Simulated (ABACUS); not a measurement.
A run of ABACUS 3.10.1 is set up as follows.

Contents of INPUT:

```
INPUT_PARAMETERS
suffix              Ru
calculation         scf
basis_type          lcao
pseudo_dir          ./
orbital_dir         ./
symmetry            1
dft_functional      pbe
ecutwfc             100
pseudo_rcut         10
nspin               1
nbands              20
ks_solver           genelpa
smearing_method     fd
smearing_sigma      0.00367493
scf_thr             1e-07
scf_nmax            100
mixing_type         broyden
mixing_beta         0.7
cal_force           1
cal_stress          1
out_mul             1
```

The input STRU:

```
ATOMIC_SPECIES
Ru 101.0700 Ru.upf

NUMERICAL_ORBITAL
Ru_confined-atom_7au_3s2p2d1f.orb

LATTICE_CONSTANT
1.8897261246

LATTICE_VECTORS
2.7058000000 0.0000000000 0.0000000000
-1.3529000000 2.3432915376 0.0000000000
0.0000000000 0.0000000000 4.2819000000

ATOMIC_POSITIONS
Direct

Ru
0.0
2
0.6666666667 0.3333333333 0.7500000000 1 1 1
0.3333333333 0.6666666667 0.2500000000 1 1 1
```

Contents of KPT:

```
K_POINTS
0
Gamma
11 11 6 0 0 0
```

Potentials or basis: PseudoDojo NC SR 0.4.1 PBE standard, DZP LCAO (the cutoffs set its grid).

Command:

```sh
$ OMP_NUM_THREADS=1 mpirun -np 4 abacus > log
```

(1) Estimate the band gap on the k mesh.

(2) What does it give for the pressure?

## Answers

(1) none (metal or under the smearing width).

(2) 6.4 GPa.

Caveat: the atomic orbitals were generated for these runs and aren't a published set; the basis of atomic orbitals isn't converged, which shifts pressures, moduli and gaps.
